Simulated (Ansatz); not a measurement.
## TaN under changes of volume

One of the cells (10.813 Å³/atom); the others are scaled copies at fixed shape and fractional positions:

```
Ta N
1.0
     0.00000    2.21132    2.21132
     2.21132    0.00000    2.21132
     2.21132    2.21132    0.00000
Ta N
1 1
Direct
  0.50000 0.50000 0.50000
  0.00000 0.00000 0.00000
```

The cell comes from a database or a generator and needn't be the stable form of this composition.

* Program: Ansatz 0.2.0
* Functional: PBEsol
* Potentials or basis: all-electron LAPW, scalar-relativistic
* Cutoff: 384 eV (chosen from the basis error)
* Basis error allowed: 0.0005 eV/atom
* k mesh: 10 × 10 × 10
* Occupations: fermi-dirac, width 0.05 eV
* Spin: no spin polarisation

| volume (Å³/atom) | energy over the lowest point (meV/atom) | pressure (GPa) |
| --- | --- | --- |
| 10.164 | ? | ? |
| 10.381 | 0.00 | 3.1 |
| 10.597 | 0.88 | -4.2 |
| 10.813 | 11.02 | -10.7 |
| 11.030 | 29.44 | -16.5 |
| 11.246 | 55.26 | -21.6 |
| 11.462 | 87.71 | -26.3 |

**Question.** What does the run at 10.164 Å³/atom give?

**Answer.** Energy over the lowest point 9.46 meV/atom; pressure 11.2 GPa.

Worked out: A Birch-Murnaghan fit of order 3 (a polynomial in V^(-2/3)) to the other rows has its minimum at 10.47 Å³/atom with B0 = V·E''(V) = 352 GPa and B' = 4.3. It gives 9.42 meV/atom at 10.164 Å³/atom, against the run's 9.46, and -dE/dV = 11.1 GPa, against 11.2.

Energies are extrapolated to zero smearing.

The runs don't all hold the same shells in valence.
